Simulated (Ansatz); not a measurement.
# Cu2O (Pn-3m): equation of state and elastic constants

One table from this session's results is given with a row withheld; the runs are named, their logs left out.

The COD entry's cell or inner coordinates are ideal or old and differ from later refinements, so a difference from it is no clean test against experiment.

Program: Ansatz 0.2.0. Level of theory: DFT r²SCAN, scalar-relativistic, plane waves, PAW. These are calculated values, not measurements.

1 further run of the same task is left out (it didn't finish). Runs told in other sessions of the task aren't counted.

## The structure to begin with

It takes space group Pn-3m (No. 224, cubic). The conventional cell has a = 4.246 Å, b = 4.246 Å, c = 4.246 Å, α = 90.00°, β = 90.00°, γ = 90.00°. Cu (site symmetry -3m) is surrounded by 2 O at 1.84 Å. Around O (site symmetry -43m) lie 4 Cu at 1.84 Å.

Structure file:

```xyz
6
Lattice="4.2457 0.0000 0.0000 0.0000 4.2457 0.0000 0.0000 0.0000 4.2457" Properties=species:S:1:pos:R:3 pbc="T T T"
Cu    1.0614    1.0614    1.0614
Cu    1.0614    3.1843    3.1843
Cu    3.1843    3.1843    1.0614
Cu    3.1843    1.0614    3.1843
O     0.0000    0.0000    0.0000
O     2.1228    2.1228    2.1228
```

This cell comes from an earlier session at r²SCAN: 12.755 Å³/atom at 0.00 GPa, on a 8×8×8 mesh.

Volume factors to run: 0.980, 1.020, 0.960, 1.040, 1.070.

The first run:

input.yaml

```yaml
crystal:
  lattice:
    - [4.2171909449, 0.0, 0.0]
    - [0.0, 4.2171909449, 0.0]
    - [0.0, 0.0, 4.2171909449]
  atoms:
    - { symbol: Cu, position: [0.25, 0.25, 0.25] }
    - { symbol: Cu, position: [0.25, 0.75, 0.75] }
    - { symbol: Cu, position: [0.75, 0.75, 0.25] }
    - { symbol: Cu, position: [0.75, 0.25, 0.75] }
    - { symbol: O, position: [0.0, 0.0, 0.0] }
    - { symbol: O, position: [0.5, 0.5, 0.5] }
basis:
  ecutwfc: 500
  ecutrho_ratio: 4
kpoints:
  mp_grid: { grid: [8, 8, 8] }
hamiltonian:
  xc: r2scan
scf:
  occupations: { method: gaussian, width: 0.05 }
output:
  forces: true
  stress: true
  eigenvalues: true
```

Started as:

```console
$ ansatz run input.yaml --threads 4 --pin off --max-ram 7168MiB --backend cpu --events-out ev --progress --plain --runs-dir out
```

Among the steps run: At 0.980 of the relaxed volume; Scaling the volume by 1.020; At 0.960 of the relaxed volume; At 1.040 of the relaxed volume; Volume × 1.070.

One table of the session follows, with a row left open; its other results are not shown here.

It belongs to the step «Energy and pressure against volume». 

```
volume (Å³/atom)  energy (meV/atom)  pressure (GPa)  gap (eV)
          12.245               8.77            5.72      0.89
          12.500               2.12            2.70      0.84
          12.755               0.00            0.00      0.79
          13.010                  ?               ?         ?
          13.266               7.52           -4.55      0.71
          13.648              21.81           -7.34      0.65
```

Estimate the missing values for volume (Å³/atom) = 13.010.

Worked estimate for «energy (meV/atom)». A straight line through the neighbours (12.755, 0.00) and (13.266, 7.52) gives 0.00 + (7.52 − 0.00) × (13.010 − 12.755) / (13.266 − 12.755) = 3.75; a parabola fitted to 4 rows on both sides gives 2.01.

**Answer.** energy (meV/atom): 1.95; pressure (GPa): -2.40; gap (eV): 0.75. In «energy (meV/atom)» the line misses by +1.80 and the parabola by +0.06.
